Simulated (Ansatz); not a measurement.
# SiC and its competing phases

Level of theory: DFT PBE, scalar-relativistic, plane waves, PAW in Ansatz. All cells share a 420 eV cutoff and Γ-centred k meshes spaced at most about 0.3 Å⁻¹ (2π included). No spin polarisation.

Formation energies are uncorrected and refer to the elements' standard structures at the same level.

These are static total energies at zero pressure. The reference form of C is held partly by dispersion forces, which this level lacks.

The competitors are the elements and 1 reference phase of this chemical system (from databases or known types: SiC), relaxed at the same level; other known phases may be missing.

The candidate was reached from: 4-connected net, two elements alternating.

Space group Pnma (No. 62). a = 5.874 Å, b = 3.141 Å, c = 5.197 Å, α = 90.00°, β = 90.00°, γ = 90.00°
| atom | site | symmetry | x | y | z |
| --- | --- | --- | --- | --- | --- |
| Si | 4c | .m. | 0.8409 | 0.7500 | 0.4048 |
| C | 4c | .m. | 0.8265 | 0.2500 | 0.6056 |

Question: Is it stable, and against what?

Answer: Not the lowest form: another structure of the same formula lies lower. Its formation energy is -0.016 eV/atom. The lowest competing phase at this composition is this:

```
phase       space group             source  share of atoms  ΔE_f (eV/atom)
  SiC  P6_3mc (No. 186)  Materials Project          1.0000          -0.204
```

The candidate lies 188 meV/atom above this phase (187 meV/atom from unrounded values). The candidate matches no cell in the subsets of the Crystallography Open Database and the Materials Project at hand. It is metastable at best. Whether it is a true minimum wasn't tested by phonons.
